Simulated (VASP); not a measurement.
A run of VASP 6.6.1 is set up as follows.

The input POSCAR:

```
CsSnI3
1.0
    6.2244372258      0.0000000000      0.0000000000
    0.0000000000      6.2244372258      0.0000000000
    0.0000000000      0.0000000000      6.2244372258
Cs Sn I
1 1 3
Direct
    0.5000000000      0.5000000000      0.5000000000
    0.0000000000      0.0000000000      0.0000000000
    0.5000000000      0.0000000000      0.0000000000
    0.0000000000      0.5000000000      0.0000000000
    0.0000000000      0.0000000000      0.5000000000
```

File INCAR.step1:

```
ALGO = Normal
EDIFF = 1E-4
ENCUT = 520
GGA = PE
ISMEAR = 0
LASPH = True
LCHARG = False
LREAL = False
LWAVE = True
NBANDS = 30
NELM = 80
PREC = Accurate
SIGMA = 0.01
```

File INCAR.step2:

```
ALGO = Normal
EDIFF = 1E-6
ENCUT = 520
ISIF = 2
ISMEAR = 0
ISTART = 1
LASPH = True
LCHARG = False
LMIXTAU = True
LREAL = False
LWAVE = False
METAGGA = R2SCAN
NBANDS = 30
NELM = 80
PREC = Accurate
SIGMA = 0.01
```

KPOINTS

```
k-points
0
Gamma
  6 6 6
```

Potentials or basis: VASP PAW PBE potentials, release 64 (Cs_sv, Sn_d, I).

The run is started by

```bash
$ cat potpaw_PBE.64/Cs_sv/POTCAR potpaw_PBE.64/Sn_d/POTCAR potpaw_PBE.64/I/POTCAR > POTCAR
$ cp INCAR.step1 INCAR
$ mpirun -np 1 vasp_std > vasp.out
$ cp INCAR.step2 INCAR
$ mpirun -np 1 vasp_std > vasp.out
```

Problem. What does it give for the pressure?

Solution. 0.0 GPa.

Problem. Predict the band gap on the k mesh.

Solution. 0.46 eV, direct.

Caveat: the PAW data sets were made with another functional, which shifts forces and pressure a little; spin-orbit coupling is left out, which moves the levels of the heavy elements. r2SCAN opens gaps a little over a GGA but as a rule still falls short of measured ones.
